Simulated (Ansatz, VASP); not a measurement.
**Ca in VASP and in Ansatz**

Contents of INCAR:

```
PREC = Accurate
ENCUT = 520
EDIFF = 1E-7
ISMEAR = -1
SIGMA = 0.05
LREAL = False
LASPH = True
NELM = 80
ALGO = Normal
ISIF = 2
LWAVE = False
LCHARG = False
GGA = PE
NBANDS = 17
```

KPOINTS

```
Automatic mesh
0
Gamma
  8 8 4
```

Contents of POSCAR:

```
Ca
1.0
    4.0323744272      0.0000000000      0.0000000000
   -2.0161872136      3.4921386916      0.0000000000
    0.0000000000      0.0000000000      6.6057993129
Ca
2
Direct
    0.6666666667      0.3333333333      0.7500000000
    0.3333333333      0.6666666667      0.2500000000
```

The input input.yaml:

```yaml
crystal:
  lattice:
    - [4.0323744272, 0.0, 0.0]
    - [-2.0161872136, 3.4921386916, 0.0]
    - [0.0, 0.0, 6.6057993129]
  atoms:
    - { symbol: Ca, position: [0.6666666667, 0.3333333333, 0.75] }
    - { symbol: Ca, position: [0.3333333333, 0.6666666667, 0.25] }
hamiltonian:
  xc: pbe
  pseudopotentials: { kind: paw }
kpoints:
  mp_grid: { grid: [8, 8, 4] }
scf:
  occupations: { method: fermi_dirac, width: 0.05 }
output:
  forces: true
  stress: true
  eigenvalues: true
```

Change from the starting cell: volume scaled by 1.04.

Alike in both runs: task single point; functional PBE; k mesh 8 × 8 × 4; occupations fermi-dirac, width 0.05 eV; no spin polarisation.

|  | VASP | Ansatz |
| --- | --- | --- |
| version | VASP 6.6.1 | Ansatz 0.2.0 |
| potentials or method | VASP PAW PBE potentials, release 64 (Ca_sv) | Ansatz PAW |
| plane-wave cutoff (eV) | 520 | 420 |
| valence electrons in the cell | 20 | 20 |

|  | VASP | Ansatz | Ansatz less VASP |
| --- | --- | --- | --- |
| gap on the k mesh at the Fermi level (eV) | none | none | - |
| pressure (GPa) | -1.4 | -1.4 | -0.01 |
| largest component of the traceless stress (GPa) | 0.12 | 0.12 | -0.002 |

A gap of «none» marks a metal or a gap that the smearing closes.
